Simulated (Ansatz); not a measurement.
**Is this LiCl structure a true minimum?**

The structure comes from a generated guess, relaxed at this level; another structure or a mixture of phases may lie lower.

All numbers below come from DFT PBE, scalar-relativistic, plane waves, PAW (Ansatz 0.2.0). Cutoff 420 eV; k points 4×6×4 on the computed 6-atom cell (Γ-centred); Gaussian smearing, width 0.02 eV; no spin polarisation.

The cell below (6 atoms, space group Pm (No. 6)) is relaxed within its symmetry.

```yaml
crystal:
  lattice:
    - [6.24942, 0.00000, 0.00111]
    - [0.00000, 3.60127, 0.00000]
    - [-2.75236, 0.00000, 5.64591]
  atoms:
    - { symbol: Li, position: [0.33720, 0.00000, 0.18694] }
    - { symbol: Li, position: [0.82808, 0.00000, 0.26228] }
    - { symbol: Li, position: [0.50876, 0.50000, 0.65083] }
    - { symbol: Cl, position: [0.50180, 0.50000, 0.01977] }
    - { symbol: Cl, position: [0.69953, 0.00000, 0.57284] }
    - { symbol: Cl, position: [0.12463, 0.50000, 0.30734] }
```

For the test a repeat of it with 12 atoms (edges 6.25, 6.28, 7.20 Å) was strained at random (σ = 1.5 % a component), the atoms were moved at random (σ = 0.05 Å), and all was relaxed again on a coarse 4×4×2 mesh (in the run’s order of axes) with 0.10 eV smearing, with no symmetry imposed.

Task: What happens?

Result: It returns, within 1 meV/atom of the unmoved cell on that mesh and with the same symmetry when read at 0.1 Å (P1 at 0.01 Å, so small strains and shifts remain). So it is stable against the distortions that fit this cell and that this random move excites. Modes that don't fit the cell aren't tested. Another cell of LiCl relaxed alike, in Fm-3m, lies 36 meV/atom lower, so this cell isn't the stable form at this level.
